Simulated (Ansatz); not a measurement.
Abridged Ansatz (a first-principles code) output:

```
Relaxation: its limit of steps is 50 (relax.max_steps)
Pseudopotential: N, paw, valence charge 5
Pseudopotential: In, paw, valence charge 13
Crystal: 2 atoms, lattice volume = 31.754 Å³
Basis set: ecut = 500 eV, 837 PW (Γ), exchange–correlation on 108×108×108 points (64 copies of the dense FFT grid, shifted against one another)
Bands: 13, of which v1, the nominal top of the filled ones, is band 9 counted from 1 (8 counted from 0)
Symmetry: 8 space group operations
k-points: 126 of 1331 (time reversal used)
Functional: x = r2scan, c = r2scan; τ floored in thin density (d = 2e-4 eV/Å³)
SCF iter   1: F=—  HF=-5997.258340 eV  |F-HF|=—  |Δ(HF+E_count)|=         —  Δρ=7.26e-2  dr2=2.17e0  dr2_τ=2.28e-1  ethr=3.10e-3  ⟨swp⟩=5.1  Hψ=9359  notcnv=0
SCF iter   2: F=—  HF=-5996.972506 eV  |F-HF|=—  |Δ(HF+E_count)|=   2.86e-1  Δρ=5.25e-2  dr2=6.17e-1  dr2_τ=1.40e-1  ethr=3.10e-3  ⟨swp⟩=3.0  Hψ=4688  notcnv=0
SCF 1 converged in 9 iterations: F = -5996.854572 eV  dr2 = 3.78e-11
relax step   1: F+E_penalty+E_count = -5996.85457191 eV  Δ(F+E_penalty+E_count) = +0.000e0 eV  max|allowed force component| = 9.714e-17 eV/Å  Δτ_max = 0.0000 Å  (9 SCF iters, accepted)
Crystal: 2 atoms, lattice volume = 31.754 Å³
SCF iter   1: F=—  HF=-5996.854572 eV  |F-HF|=—  |Δ(HF+E_count)|=         —  Δρ=3.34e-7  dr2=3.77e-11  dr2_τ=1.24e-12  ethr=1.00e-12  ⟨swp⟩=2.0  Hψ=10628  notcnv=0
SCF iter   2: F=-5996.854572 eV  HF=-5996.854572 eV  |F-HF|=5.46e-12  |Δ(HF+E_count)|=  1.82e-12  Δρ=1.93e-7  dr2=9.61e-12  dr2_τ=2.56e-12  ethr=1.00e-12  ⟨swp⟩=4.0  Hψ=4768  notcnv=0
SCF 2 converged in 2 iterations: F = -5996.854572 eV  dr2 = 9.61e-12
SCF converged after 2 iterations
Free energy (F): -5996.854572 eV
Internal energy: -5996.854246 eV  (E = F + TS)
E sigma→0 (E₀):  -5996.854409 eV
Entropy (-TS):   -0.000325 eV (-0.163 meV/atom)
Fermi energy:    9.115814 eV
--- Forces (eV/Å), atoms counted from 1 ---
  atom   1  N      0.00000000     0.00000000    -0.00000000
  atom   2  In    -0.00000000    -0.00000000     0.00000000
--- Stress (GPa, compression-positive) ---
       -1.839210      -0.000000       0.000000
       -0.000000      -2.848870      -0.000000
        0.000000      -0.000000      -1.839210
  P = ⅓ Tr σ = -2.1758 GPa (-21.758 kbar)
--- Relaxed structure (1 steps of the walk, 1 accepted, 0 SCFs on fresh bases) ---
  atoms:
    - { symbol: N, position: [0.7499999999999999, 0.7500000000000001, 0.75] }
    - { symbol: In, position: [0.0, 0.0, 0.0] }
```

Task: What was computed, and what are the main results?

Result: InN, 2 atoms in the cell, with Kohn–Sham DFT with the r2SCAN functional, run in Ansatz with PAW and 500 eV plane waves, scalar-relativistic without spin-orbit coupling, earlier PAW set. The last SCF converged to F = -5996.854572 eV, or -2998.4273 eV per atom, at a pressure of -2.18 GPa. The total energy compares only with runs of the same code, potentials and settings.

A case with no gap was solved on a k-mesh chosen for an insulator, which is coarse for it. The cells carry an imposed strain or load. Whether these cells are dynamically stable was not tested. All final runs are without spin polarisation. The cell was made from InN in the zinc blende structure (space group F-43m, No. 216) by this change: uniaxial strain ε_yy = +1.62 %. This is not the structure that InN has at room temperature and ambient pressure.

Keys are those of Ansatz 0.2.
